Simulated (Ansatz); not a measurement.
# Calculated coordination and ¹⁷O quadrupole coupling for SrTiO3 under strain

Cell: a structure deposited in the COD, relaxed with PBE at fixed cell and then changed (z compressed by 2 %, ions relaxed).

```
Sr Ti O
1.0
     3.90500    0.00000    0.00000
     0.00000    3.90500    0.00000
     0.00000    0.00000    3.82690
Sr Ti O
1 1 3
Direct
  0.00000 0.00000 0.00000
  0.50000 0.50000 0.50000
  0.00000 0.50000 0.50000
  0.50000 0.00000 0.50000
  0.50000 0.50000 0.00000
```

Atom numbers follow the list; atoms alike are taken as one site, whose name carries the number of the first.

The numbers come from a DFT calculation in Ansatz (PBE, plane waves and PAW, scalar-relativistic, 420 eV cutoff, Γ-centred 8×8×8 k-points, Fermi–Dirac smearing 0.02 eV).

Q(¹⁷O) = -25.58 mb.

Question: Rank these O sites by |C_Q|, smallest first.
A. O3: 2 Ti at 1.95 Å, angle 180°; also 4 Sr at 2.73 Å
B. O5: 2 Ti at 1.91 Å, angle 180°; also 4 Sr at 2.76 Å

Answer: B (0.312 MHz, η = 0.00), A (0.852 MHz, η = 0.49).

An axis of threefold or higher order runs through O5, so V_zz lies along it and η is zero. At O3 V_zz points along the line of its two bonds (within 1°). Like point charges on the first shell alone (each adding as 1/d³) would put O5 above O3: the covalent part of each bond and the atoms beyond the first shell count as well.

At this changed cell the PBE pressure is 8 GPa.
